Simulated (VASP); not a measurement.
A run of VASP 6.6.1 is set up as follows.

Contents of INCAR:

```
SYSTEM = CdSe
ALGO = Normal
EDIFF = 1E-7
EDIFFG = -0.005
ENCUT = 600
GGA = PE
IBRION = 2
ISIF = 3
ISMEAR = 0
IVDW = 12
LASPH = .True.
LCHARG = .False.
LREAL = .False.
LWAVE = .False.
NELM = 80
NSW = 90
PREC = Accurate
SIGMA = 0.03
```

Contents of KPOINTS:

```
k-points
0
Gamma
  9 9 4
  0 0 0
```

Contents of POSCAR:

```
CdSe                                    
1.0
    4.3273919423     -0.0000000000      0.0000000000
   -2.1636959711      3.7476313542      0.0000000000
    0.0000000000     -0.0000000000      7.0770570844
  Cd              Se            
     2     2
Direct
     0.3333333332999970    0.6666666667000030    0.0050042462507697
     0.6666666667000030    0.3333333332999970    0.5050042462507698
     0.3333333332999970    0.6666666667000030    0.3799957537492283
     0.6666666667000030    0.3333333332999970    0.8799957537492282
```

Potentials or basis: VASP PAW PBE potentials, release 64 (Cd, Se).

Command:

```sh
$ cat potpaw_PBE.64/Cd/POTCAR potpaw_PBE.64/Se/POTCAR > POTCAR
$ mpirun -np 1 vasp_std > vasp.out
```

**Question.** Predict the relaxed volume.

**Answer.** 28.71 Å³/atom.

**Question.** What does it give for the dispersion energy per atom?

**Answer.** -0.311 eV.

**Question.** Predict the space group after relaxing (to 0.05 Å).

**Answer.** P6_3mc (No. 186).

Final structure:
```yaml
crystal:
  lattice:
    - [4.32802, 0.00000, 0.00000]
    - [-2.16401, 3.74818, 0.00000]
    - [0.00000, 0.00000, 7.07904]
  atoms:
    - { symbol: Cd, position: [0.33333, 0.66667, 0.00498] }
    - { symbol: Cd, position: [0.66667, 0.33333, 0.50498] }
    - { symbol: Se, position: [0.33333, 0.66667, 0.38002] }
    - { symbol: Se, position: [0.66667, 0.33333, 0.88002] }
```
